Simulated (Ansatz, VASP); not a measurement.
**One calculation of TiO, two programs**

INCAR

```
PREC = Accurate
ENCUT = 520
EDIFF = 1E-7
ISMEAR = -1
SIGMA = 0.05
LREAL = False
LASPH = True
NELM = 60
ALGO = Normal
ISIF = 2
LWAVE = False
LCHARG = False
GGA = PS
NBANDS = 26
```

The input KPOINTS:

```
Automatic mesh
0
Gamma
  11 11 5
```

POSCAR

```
TiO
1.0
    2.8130680453      0.0000000000      0.0000000000
   -1.4065340227      2.4361883898      0.0000000000
    0.0000000000      0.0000000000      5.4922572490
Ti O
2 2
Direct
    0.6666666667      0.3333333333      0.7500000000
    0.3333333333      0.6666666667      0.2500000000
    0.0000000000      0.0000000000      0.5000000000
    0.0000000000      0.0000000000      0.0000000000
```

input.yaml

```yaml
crystal:
  lattice:
    - [2.8130680453, 0.0, 0.0]
    - [-1.4065340227, 2.4361883898, 0.0]
    - [0.0, 0.0, 5.492257249]
  atoms:
    - { symbol: Ti, position: [0.6666666667, 0.3333333333, 0.75] }
    - { symbol: Ti, position: [0.3333333333, 0.6666666667, 0.25] }
    - { symbol: O, position: [0.0, 0.0, 0.5] }
    - { symbol: O, position: [0.0, 0.0, 0.0] }
hamiltonian:
  xc: pbesol
  pseudopotentials: { kind: paw }
kpoints:
  mp_grid: { grid: [11, 11, 5] }
scf:
  occupations: { method: fermi_dirac, width: 0.05 }
output:
  forces: true
  stress: true
  eigenvalues: true
```

Change from the starting cell: volume scaled by 0.96.

Alike in both runs: task single point; functional PBEsol; k mesh 11 × 11 × 5; occupations fermi-dirac, width 0.05 eV; no spin polarisation.

|  | VASP | Ansatz |
| --- | --- | --- |
| version | VASP 6.6.1 | Ansatz 0.2.0 |
| potentials or method | VASP PAW PBE potentials, release 64 (Ti_sv, O) | Ansatz PAW |
| plane-wave cutoff (eV) | 520 | 420 |
| valence electrons in the cell | 36 | 36 |

|  | VASP | Ansatz | Ansatz less VASP |
| --- | --- | --- | --- |
| gap on the k mesh at the Fermi level (eV) | none | none | - |
| pressure (GPa) | 0.1 | -0.7 | -0.76 |
| largest component of the traceless stress (GPa) | 1.84 | 1.96 | +0.112 |

A gap of «none» marks a metal or a gap that the smearing closes. The functional is the same, so the differences come from potentials, cutoffs and numerics.

Caveats: semilocal functionals often make such compounds metallic where correlation or magnetic order opens a gap, which also shifts bond lengths; the PAW data sets were made with another functional, which shifts forces and pressure a little (VASP); the pressure holds a Pulay correction of +0.7 GPa for the finite cutoff (Ansatz); the PAW data sets come from PBE, with cores solved anew for the run's functional, which leaves a small shift of forces and pressure (Ansatz).
